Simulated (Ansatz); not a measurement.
**CdSe (Cadmoselite): equation of state with LDA**

Crystal: CdSe (Cadmoselite).

```
CELL_PARAMETERS angstrom
4.30000 0.00000 0.00000
-2.15000 3.72391 0.00000
0.00000 0.00000 7.02000
ATOMIC_POSITIONS crystal
Cd 0.66667 0.33333 0.50000
Cd 0.33333 0.66667 0.00000
Se 0.66667 0.33333 0.88500
Se 0.33333 0.66667 0.38500
```

```json
{"Program": "Ansatz 0.2.0", "Task": "equation of state", "Functional": "LDA", "Potentials or basis": "all-electron LAPW, scalar-relativistic", "Basis error allowed": "0.002 eV/atom", "k mesh": "7 × 7 × 4", "Occupations": "fermi-dirac, width 0.05 eV", "Spin": "no spin polarisation"}
```

```yaml
Equilibrium_volume: 27.17 Å³/atom
Bulk_modulus_at_fixed_shape_and_positions: 57 GPa
Pressure_derivative_of_the_bulk_modulus: 4.6
```

Energy against volume, from the lowest point:
| volume (Å³/atom) | energy (meV/atom) |
| --- | --- |
| 26.416 | 3.74 |
| 26.978 | 0.00 |
| 27.540 | 0.62 |
| 28.102 | 5.10 |
| 28.665 | 13.00 |
| 29.227 | 23.99 |
| 29.789 | 37.69 |

All runs of the series together: 3.8 min on 2 threads of AMD EPYC 7R43 64-Core Processor (Zen 3), with other jobs on the host.

Caveat: the cell was scaled at fixed shape and fractional positions, which overstates the stiffness of a crystal with free parameters, most of all of layers and chains.
